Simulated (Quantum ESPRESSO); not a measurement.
Crystal: ZrS2.

```xyz
3
Lattice="3.6914 0.0000 0.0000 -1.8457 3.1968 0.0000 0.0000 0.0000 6.0411" Properties=species:S:1:pos:R:3 pbc="T T T"
Zr    0.0000    0.0000    0.0000
S     0.0000    2.1312    1.4372
S     1.8457    1.0656    4.6038
```

The cell is a database's computed one.

Base run:

```yaml
Program: Quantum ESPRESSO 7.5
Functional: r2SCAN
Potentials_or_basis: SG15 PBE 1.2
Cutoff: 898 eV
Density_cutoff: 3592 eV
k_mesh: 6 × 6 × 4
Occupations: fermi-dirac, width 0.05 eV
Spin: no spin polarisation
```

Its results: band gap on the k mesh 1.41 eV, indirect (least direct gap 2.00 eV); pressure 0.0 GPa; largest force 0.030 eV/Å.

Q: The run is repeated on the same cell with these changes: functional from r2SCAN to PBE. What comes out?

A: Band gap on the k mesh 1.07 eV, indirect (least direct gap 1.63 eV); pressure 0.6 GPa; largest force 0.054 eV/Å.

r2SCAN gives the wider gap, since meta-GGAs in the generalised Kohn-Sham scheme recover part of the derivative discontinuity.

Caveats: the potentials were made for another functional, which shifts forces and pressure (some runs); this functional lacks dispersion, which binds the layers, so the pressure and a relaxed spacing across them are unreliable (some runs).

A k mesh can miss the band edges.

Not every run made on this cell is shown here.
